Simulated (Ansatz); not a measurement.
Write the native input for Ansatz 0.2.0 that does the following.

| Quantity | Value |
| --- | --- |
| Task | relaxation of cell and atoms |
| Functional | LDA |
| Potentials or basis | Ansatz PAW |
| Cutoff | 420 eV (not typed: the program's choice for these potentials) |
| k mesh | 11 × 11 × 11 |
| Occupations | fermi-dirac, width 0.05 eV |
| Spin | no spin polarisation |

Crystal: Au.

```
Au
1.0
    -1.65727    1.65727    1.65727
     1.65727   -1.65727    1.65727
     1.65727    1.65727   -1.65727
Au
1
Cartesian
  0.0000 0.0000 0.0000
```

This isn't the form of Au at room conditions, which is fcc.

These files were run (other wordings do the same):

input.yaml

```yaml
crystal:
  lattice:
    - [-1.657269, 1.657269, 1.657269]
    - [1.657269, -1.657269, 1.657269]
    - [1.657269, 1.657269, -1.657269]
  atoms:
    - { symbol: Au, position: [0.0, 0.0, 0.0] }
hamiltonian:
  xc: lda
  pseudopotentials: { kind: paw }
kpoints:
  mp_grid: { grid: [11, 11, 11] }
scf:
  occupations: { method: fermi_dirac, width: 0.05 }
output:
  forces: true
  stress: true
  eigenvalues: true
relax:
  f_tol: 0.01
  max_steps: 40
  cell: { stress_tol: 0.05 }
```

Potentials or basis: Ansatz PAW.

Run with:

```bash
$ ansatz run input.yaml --threads 2 --pin off --max-ram 5632MiB --backend cpu --events-out ev --progress --plain --runs-dir out
```

Results of the run:

```json
{"Relaxed volume": "16.64 Å³/atom", "Relaxed cell": "a = 2.786 Å, b = 2.786 Å, c = 2.786 Å, α = 109.47°, β = 109.47°, γ = 109.47°", "Space group after relaxing (to 0.05 Å)": "Im-3m (No. 229)", "Energy gained by relaxing": "70.8 meV/atom", "Ionic steps": "6", "Pressure after relaxing": "0.0 GPa", "Band gap on the k mesh": "none (metal or under the smearing width)"}
```

Caveat: the plane-wave basis is chosen anew once the cell has moved, so the energies of steps on either side of that aren't comparable; the PAW data sets come from PBE, with cores solved anew for the run's functional, which leaves a small shift of forces and pressure.

Wall time 1.1 s on 2 threads of AMD EPYC 9R45 96-Core Processor (Zen 5) (shared host), peak memory 0.31 GiB.
